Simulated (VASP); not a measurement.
A run of VASP 6.6.1 is set up as follows.

File INCAR:

```
SYSTEM = SnSe
PREC = Accurate ; ENCUT = 600
EDIFF = 1E-7 ; ISMEAR = 0
SIGMA = 0.03 ; LREAL = .False.
LASPH = .True. ; NELM = 100
ALGO = Fast ; ISIF = 3
LWAVE = .False. ; LCHARG = .False.
GGA = MK ; LUSE_VDW = .True.
AGGAC = 0.0 ; PARAM1 = 0.1234
PARAM2 = 1.0 ; IBRION = 2
NSW = 40 ; EDIFFG = -0.01
```

Contents of KPOINTS:

```
regular mesh
0
Gamma
  10 10 10
  0 0 0
```

POSCAR

```
SnSe
1.0
    0.0000000000      3.0000000000      3.0000000000
    3.0000000000      0.0000000000      3.0000000000
    3.0000000000      3.0000000000      0.0000000000
Se Sn
1 1
Direct
    0.5000000000      0.5000000000      0.5000000000
    0.0000000000      0.0000000000      0.0000000000
```

Potentials or basis: VASP PAW PBE potentials, release 64 (Se, Sn_d).

The run is started by

```bash
$ cat potpaw_PBE.64/Se/POTCAR potpaw_PBE.64/Sn_d/POTCAR > POTCAR
$ mpirun -np 1 vasp_std > vasp.out
```

(1) What does it give for the relaxed volume?

(2) What does it give for the relaxed cell?

(3) What does it give for the band gap on the k mesh?

(4) Estimate the space group after relaxing (to 0.05 Å).

Answers

(1) 27.22 Å³/atom.

(2) a = 4.254 Å, b = 4.254 Å, c = 4.254 Å, α = 60.00°, β = 60.00°, γ = 60.00°.

(3) 0.50 eV, indirect (least direct gap 0.56 eV).

(4) Fm-3m (No. 225).

Caveat: the PAW data sets were made with another functional, which shifts forces and pressure a little; spin-orbit coupling is left out, which moves the levels of the heavy elements.
